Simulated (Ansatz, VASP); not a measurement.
## Two plane-wave programs on C

```
C
1.0
     4.00601    0.00000    0.00000
     0.00000    4.00601    0.00000
     0.00000    0.00000    1.27902
C
1
Cartesian
  2.0030 2.0030 0.0000
```

Alike in both runs: functional PBE; k mesh 6 × 6 × 10; occupations gaussian, width 0.1 eV; no spin polarisation.

Ansatz relaxed the structure, and its values are those at the end. VASP's run is a single point on that final structure, the one shown.

|  | VASP | Ansatz |
| --- | --- | --- |
| version | VASP 6.6.1 | Ansatz 0.2.0 |
| potentials or method | VASP PAW PBE potentials, release 64 (C) | scalar-relativistic, plane waves, PAW |
| plane-wave cutoff (eV) | 520 | 420 |
| valence electrons in the cell | 4 | 4 |

Ansatz gave:

- gap on the k mesh at the Fermi level (eV): none
- pressure (GPa): 0.1

Q: What did VASP give for the same quantities?

A: gap on the k mesh at the Fermi level (eV): none; pressure (GPa): 0.0.

A gap of «none» marks a metal or a gap that the smearing closes.

Caveats: the k mesh is coarse (spacing up to 0.49 Å⁻¹), so the values aren't converged.
